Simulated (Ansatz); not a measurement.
# Li16O7: the cost of one run

Computed with Ansatz 0.2.0 (DFT, PBE, plane-wave PAW, default files, scalar-relativistic, unless a step's input says otherwise).

1 further run of the same task is left out (it didn't finish).

### 1 The system as given

Symmetry: Fm-3m, No. 225, cubic system. Conventional cell: a = 9.220 Å, b = 9.220 Å, c = 9.220 Å, α = 90.00°, β = 90.00°, γ = 90.00°. Li (site symmetry 3m) is surrounded by 3 O at 2.00 Å. Around Li (site symmetry 3m) lie 4 O at 2.00 Å. Around O (site symmetry mmm) lie 8 Li at 2.00 Å. O (site symmetry m-3m) has 8 Li at 2.00 Å as nearest neighbours.

Structure file:

```
CELL_PARAMETERS angstrom
0.00000 4.61000 4.61000
4.61000 0.00000 4.61000
4.61000 4.61000 0.00000
ATOMIC_POSITIONS crystal
Li 0.12500 0.12500 0.12500
Li 0.12500 0.12500 0.62500
Li 0.12500 0.62500 0.12500
Li 0.12500 0.62500 0.62500
Li 0.62500 0.12500 0.12500
Li 0.62500 0.12500 0.62500
Li 0.62500 0.62500 0.12500
Li 0.62500 0.62500 0.62500
Li 0.37500 0.37500 0.37500
Li 0.37500 0.37500 0.87500
Li 0.37500 0.87500 0.37500
Li 0.37500 0.87500 0.87500
Li 0.87500 0.37500 0.37500
Li 0.87500 0.37500 0.87500
Li 0.87500 0.87500 0.37500
Li 0.87500 0.87500 0.87500
O 0.00000 0.00000 0.50000
O 0.00000 0.50000 0.00000
O 0.00000 0.50000 0.50000
O 0.50000 0.00000 0.00000
O 0.50000 0.00000 0.50000
O 0.50000 0.50000 0.00000
O 0.50000 0.50000 0.50000
```

The vacant site is at (0.000, 0.000, 0.000) in fractional coordinates of the input's cell.

### 2 Gradients at the starting positions

Input file input.yaml:

```yaml
crystal:
  lattice:
    - [0.0, 4.61, 4.61]
    - [4.61, 0.0, 4.61]
    - [4.61, 4.61, 0.0]
  atoms:
    - { symbol: Li, position: [0.125, 0.125, 0.125], spin: 0.5 }
    - { symbol: Li, position: [0.125, 0.125, 0.625], spin: 0.5 }
    - { symbol: Li, position: [0.125, 0.625, 0.125], spin: 0.5 }
    - { symbol: Li, position: [0.125, 0.625, 0.625] }
    - { symbol: Li, position: [0.625, 0.125, 0.125], spin: 0.5 }
    - { symbol: Li, position: [0.625, 0.125, 0.625] }
    - { symbol: Li, position: [0.625, 0.625, 0.125] }
    - { symbol: Li, position: [0.625, 0.625, 0.625] }
    - { symbol: Li, position: [0.375, 0.375, 0.375] }
    - { symbol: Li, position: [0.375, 0.375, 0.875] }
    - { symbol: Li, position: [0.375, 0.875, 0.375] }
    - { symbol: Li, position: [0.375, 0.875, 0.875], spin: 0.5 }
    - { symbol: Li, position: [0.875, 0.375, 0.375] }
    - { symbol: Li, position: [0.875, 0.375, 0.875], spin: 0.5 }
    - { symbol: Li, position: [0.875, 0.875, 0.375], spin: 0.5 }
    - { symbol: Li, position: [0.875, 0.875, 0.875], spin: 0.5 }
    - { symbol: O, position: [0.0, 0.0, 0.5] }
    - { symbol: O, position: [0.0, 0.5, 0.0] }
    - { symbol: O, position: [0.0, 0.5, 0.5] }
    - { symbol: O, position: [0.5, 0.0, 0.0] }
    - { symbol: O, position: [0.5, 0.0, 0.5] }
    - { symbol: O, position: [0.5, 0.5, 0.0] }
    - { symbol: O, position: [0.5, 0.5, 0.5] }
magnetization:
  spin_polarized: true
total_charge: 1
kpoints:
  mp_grid: { grid: [4, 4, 4] }
scf:
  occupations: { method: fermi_dirac, width: 0.01 }
hamiltonian:
  xc: pbe
  pseudopotentials: { kind: paw }
output:
  forces: true
  stress: true
  populations: true
  efg:
    quadrupole_moments_barn: { Li: -0.0401, O: -0.02558 }
    contact_densities: true
```

On the command line:

```sh
ansatz run input.yaml --threads 1 --pin off --max-ram 2560MiB --backend cpu --events-out ev --progress --plain --runs-dir out
```

Q: Estimate wall time and peak memory on 1 thread of an Arm CPU, shared host.

About 40 s, with a peak of 0.58 GiB.
